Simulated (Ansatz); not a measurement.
Relaxing Ni2Ge

The calculation used DFT PBEsol, scalar-relativistic, plane waves, PAW (Ansatz 0.2.0). Settings: 420 eV cutoff, 12×12×8 k-mesh, Gaussian smearing of 0.10 eV, no spin polarisation.

What was changed: uniaxial strain along a, with b, c and atoms relaxed: +1.0 %.

Command:

```bash
ansatz run input.yaml --threads 1 --pin off --max-ram 2560MiB --backend cpu --events-out ev --progress --plain --runs-dir out
```

Input:

```yaml
crystal:
  lattice:
    - [4.0116824687, 0.0, 0.0]
    - [-2.0058412343, 3.4312211707, 0.0]
    - [0.0, 0.0, 5.001524281]
  atoms:
    - { symbol: Ni, position: [0.6666666667, 0.3333333333, 0.25] }
    - { symbol: Ni, position: [0.3333333333, 0.6666666667, 0.75] }
    - { symbol: Ni, position: [0.0, 0.0, 0.0] }
    - { symbol: Ni, position: [0.0, 0.0, 0.5] }
    - { symbol: Ge, position: [0.6666666667, 0.3333333333, 0.75] }
    - { symbol: Ge, position: [0.3333333333, 0.6666666667, 0.25] }
basis:
  ecutwfc: 420
kpoints:
  mp_grid: { grid: [12, 12, 8] }
hamiltonian:
  xc: pbesol
scf:
  occupations: { method: gaussian, width: 0.1 }
output:
  forces: true
  stress: true
  eigenvalues: true
relax:
  adjacent_minimum: "off"
  f_tol: 0.008
  max_steps: 40
  cell: { stress_tol: 0.015, fix: [a, angles] }
```

F is the free energy. Steps run on the plane waves of an earlier cell, but the last one, and at times one on the way, on a freshly chosen basis, so a repeated geometry can differ a little in energy. The held parts of the cell keep their stress, so P needn't end at zero.

Steps:

```csv
step,F − F(1) (eV),largest force component (eV/Å),V (Å³/atom),P (GPa)
1,0.0000,0.125,11.474,-1.08
2,-0.0011,0.083,11.465,-0.91
3,-0.0024,0.020,11.443,-0.46
4,-0.0025,0.001,11.446,-0.52
5,-0.0024,0.001,11.446,-0.52
```

Relaxed structure:

```yaml
crystal:
  lattice:
    - [4.01168, 0.00441, 0.00000]
    - [-2.00207, 3.41613, 0.00000]
    - [0.00000, 0.00000, 5.00803]
  atoms:
    - { symbol: Ni, position: [0.66487, 0.33050, 0.25000] }
    - { symbol: Ni, position: [0.33513, 0.66950, 0.75000] }
    - { symbol: Ni, position: [0.00000, 0.00000, 0.00000] }
    - { symbol: Ni, position: [0.00000, 0.00000, 0.50000] }
    - { symbol: Ge, position: [0.67038, 0.33926, 0.75000] }
    - { symbol: Ge, position: [0.32962, 0.66074, 0.25000] }
```

The structure is monoclinic, space group P2_1/m (No. 11). The conventional cell has a = 3.960 Å, b = 5.008 Å, c = 3.967 Å, α = 90.00°, β = 119.19°, γ = 90.00°. Ni (site symmetry m) has 5 Ge at 2.29 to 2.50 Å and 6 Ni at 2.61 to 2.62 Å as nearest neighbours. Ni (site symmetry -1) has 8 Ni at 2.50 to 2.62 Å and 6 Ge at 2.58 to 2.64 Å as nearest neighbours. Ge (site symmetry m) has 11 Ni at 2.29 to 2.64 Å as nearest neighbours.

The run converged. The run took 3.5 min on 1 thread of Oxide Virtual Turin-like Processor (Zen 5) (shared host), peak memory 1.3 GiB.